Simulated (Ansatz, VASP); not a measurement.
Two plane-wave programs on GaN

File INCAR:

```
PREC     = Accurate       # precision mode
ENCUT    = 600            # plane-wave cutoff, eV
EDIFF    = 1E-7           # SCF threshold, eV
ISMEAR   = -1             # smearing method
SIGMA    = 0.05           # smearing width, eV
LREAL    = F              # projectors in reciprocal space
LASPH    = T              # aspherical terms in the spheres
NELM     = 60             # most SCF steps
ALGO     = Fast           # electronic algorithm
ISIF     = 3              # what is computed and relaxed
LWAVE    = F              # write WAVECAR
LCHARG   = F              # write CHGCAR
GGA      = B5             # functional
ALDAX    = 1.0          
AGGAX    = 1.0          
AGGAC    = 1.0          
ALDAC    = 0.0          
IVDW     = 12             # dispersion correction
VDW_S6   = 1.0          
VDW_S8   = 2.6996       
VDW_A1   = 0.4298       
VDW_A2   = 4.2359       
IBRION   = 2              # ionic algorithm
NSW      = 40             # ionic steps
EDIFFG   = -0.01          # ionic threshold
```

KPOINTS

```
regular mesh
0
Gamma
  11 11 11
```

Contents of POSCAR:

```
GaN
1.0
    0.0000000000      2.1352350000      2.1352350000
    2.1352350000      0.0000000000      2.1352350000
    2.1352350000      2.1352350000      0.0000000000
Ga N
1 1
Direct
    0.0000000000      0.0000000000      0.0000000000
    0.5000000000      0.5000000000      0.5000000000
```

Contents of input.yaml:

```yaml
crystal:
  lattice:
    - [0.0, 2.135235, 2.135235]
    - [2.135235, 0.0, 2.135235]
    - [2.135235, 2.135235, 0.0]
  atoms:
    - { symbol: Ga, position: [0.0, 0.0, 0.0] }
    - { symbol: "N", position: [0.5, 0.5, 0.5] }
hamiltonian:
  xc: blyp
  pseudopotentials: { kind: paw }
  dispersion: d3bj
kpoints:
  mp_grid: { grid: [11, 11, 11] }
scf:
  occupations: { method: fermi_dirac, width: 0.05 }
output:
  forces: true
  stress: true
  eigenvalues: true
relax:
  f_tol: 0.01
  max_steps: 40
  cell: { stress_tol: 0.05 }
```

Measurements of this composition are mostly on another form, of space group No. 186.

Alike in both runs: task relaxation of cell and atoms; functional BLYP; dispersion D3(BJ); k mesh 11 × 11 × 11; occupations fermi-dirac, width 0.05 eV; no spin polarisation.

```csv
,VASP,Ansatz
version,VASP 6.6.1,Ansatz 0.2.0
potentials or method,"VASP PAW PBE potentials, release 64 (Ga_d, N)",Ansatz PAW
plane-wave cutoff (eV),600,420
valence electrons in the cell,18,18
```

Ansatz gave:

```
gap on the k mesh at the Fermi level, each at its own relaxed structure (eV) : 0.54
relaxed volume (Å³/atom)                                                     : 9.57
relaxed cell length with the largest relative difference (Å)                 : 3.002
energy change over the relaxation (meV/atom)                                 : -2
```

Problem. Estimate VASP's values.

Solution. gap on the k mesh at the Fermi level, each at its own relaxed structure (eV): 0.54; relaxed volume (Å³/atom): 9.61; relaxed cell length with the largest relative difference (Å): 3.007; energy change over the relaxation (meV/atom): -1.

Caveats: the PAW data sets were made with another functional, which shifts forces and pressure a little (VASP); an odd mesh through Γ misses points on the zone boundary, where band edges often lie (VASP); odd divisions of the mesh miss points on the zone boundary, where band edges often lie, so the gap on the mesh can be too wide (Ansatz); the plane-wave basis is chosen anew once the cell has moved, so the energies of steps on either side of that aren't comparable (Ansatz); the pressure holds a Pulay correction of +0.7 GPa for the finite cutoff (Ansatz); the PAW data sets come from PBE, with cores solved anew for the run's functional, which leaves a small shift of forces and pressure (Ansatz). As with any semilocal functional, this BLYP gap is likely too small.
